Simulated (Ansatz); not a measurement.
Independent-particle absorption of NaF (Fm-3m, a = 4.699 Å, b = 4.699 Å, c = 4.699 Å, α = 90.00°, β = 90.00°, γ = 90.00°), no local fields or excitons, 0.1 eV broadening. All numbers below come from Ansatz, DFT PBE, scalar-relativistic, plane waves, PAW.

Plane waves to 420 eV, a k mesh through Γ of 8×8×8 on the computed 2-atom cell and Gaussian smearing (0.02 eV); no spin polarisation. The spectrum is summed on a 12×12×12 mesh.

```xyz
2
Lattice="0.0000 2.3497 2.3497 2.3497 0.0000 2.3497 2.3497 2.3497 0.0000" Properties=species:S:1:pos:R:3 pbc="T T T"
Na    0.0000    0.0000    0.0000
F     2.3497    2.3497    2.3497
```

```json
{"photon energy (eV)": "0.0", "ε2,zz": "0.00"}
{"photon energy (eV)": "0.4", "ε2,zz": "0.00"}
{"photon energy (eV)": "0.8", "ε2,zz": "0.00"}
{"photon energy (eV)": "1.2", "ε2,zz": "0.00"}
{"photon energy (eV)": "1.6", "ε2,zz": "0.00"}
{"photon energy (eV)": "2.0", "ε2,zz": "0.00"}
{"photon energy (eV)": "2.4", "ε2,zz": "0.00"}
{"photon energy (eV)": "2.8", "ε2,zz": "0.00"}
{"photon energy (eV)": "3.2", "ε2,zz": "0.00"}
{"photon energy (eV)": "3.6", "ε2,zz": "0.00"}
{"photon energy (eV)": "4.0", "ε2,zz": "0.00"}
{"photon energy (eV)": "4.4", "ε2,zz": "0.00"}
{"photon energy (eV)": "4.8", "ε2,zz": "0.00"}
{"photon energy (eV)": "5.2", "ε2,zz": "0.00"}
{"photon energy (eV)": "5.6", "ε2,zz": "0.00"}
{"photon energy (eV)": "6.0", "ε2,zz": "0.01"}
{"photon energy (eV)": "6.4", "ε2,zz": "0.38"}
{"photon energy (eV)": "6.8", "ε2,zz": "0.53"}
{"photon energy (eV)": "7.2", "ε2,zz": "0.61"}
{"photon energy (eV)": "7.6", "ε2,zz": "0.66"}
{"photon energy (eV)": "8.0", "ε2,zz": "0.70"}
{"photon energy (eV)": "8.4", "ε2,zz": "0.73"}
{"photon energy (eV)": "8.8", "ε2,zz": "0.75"}
{"photon energy (eV)": "9.2", "ε2,zz": "0.78"}
{"photon energy (eV)": "9.6", "ε2,zz": "0.81"}
{"photon energy (eV)": "10.0", "ε2,zz": "0.85"}
{"photon energy (eV)": "10.4", "ε2,zz": "0.93"}
{"photon energy (eV)": "10.8", "ε2,zz": "1.16"}
{"photon energy (eV)": "11.2", "ε2,zz": "1.01"}
{"photon energy (eV)": "11.6", "ε2,zz": "0.85"}
{"photon energy (eV)": "12.0", "ε2,zz": "0.74"}
{"photon energy (eV)": "12.4", "ε2,zz": "0.63"}
{"photon energy (eV)": "12.8", "ε2,zz": "0.66"}
{"photon energy (eV)": "13.2", "ε2,zz": "0.91"}
{"photon energy (eV)": "13.6", "ε2,zz": "2.80"}
{"photon energy (eV)": "14.0", "ε2,zz": "1.44"}
```

The strongest peak lies near 13.6 eV. ε∞ (xx, yy, zz) = 1.9, 1.9, 1.9.

Cost: 1 run of about 0.12 core-minutes, on Arm Neoverse V1 (shared hosts).